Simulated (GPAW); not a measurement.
Bi:

```
CELL_PARAMETERS angstrom
2.26750 1.30914 3.93800
-2.26750 1.30914 3.93800
0.00000 -2.61828 3.93800
ATOMIC_POSITIONS crystal
Bi 0.76600 0.76600 0.76600
Bi 0.23400 0.23400 0.23400
```

Base run:

- Program: GPAW 26.7.0
- Functional: PBE
- Potentials or basis: GPAW PAW data sets (gpaw-data 1.2.1)
- Cutoff: 600 eV
- Basis: pw
- k mesh: 7 × 7 × 7
- Occupations: fermi-dirac, width 0.05 eV
- Spin: no spin polarisation

Its results: band gap on the k mesh 0.27 eV, indirect (least direct gap 0.54 eV); pressure 2.0 GPa; largest force 0.193 eV/Å.

Task: The run is repeated on the same cell with these changes: functional from PBE to TASK. What comes out?

Result: Band gap on the k mesh 0.33 eV, indirect (least direct gap 0.59 eV); pressure 5.1 GPa; largest force 0.140 eV/Å.

Caveats: spin-orbit coupling is left out, which as a rule narrows the gap of such compounds by several tenths of an eV; an odd mesh through Γ misses points on the zone boundary, where band edges often lie; the PAW data sets were made with another functional, which shifts forces and pressure a little (some runs).
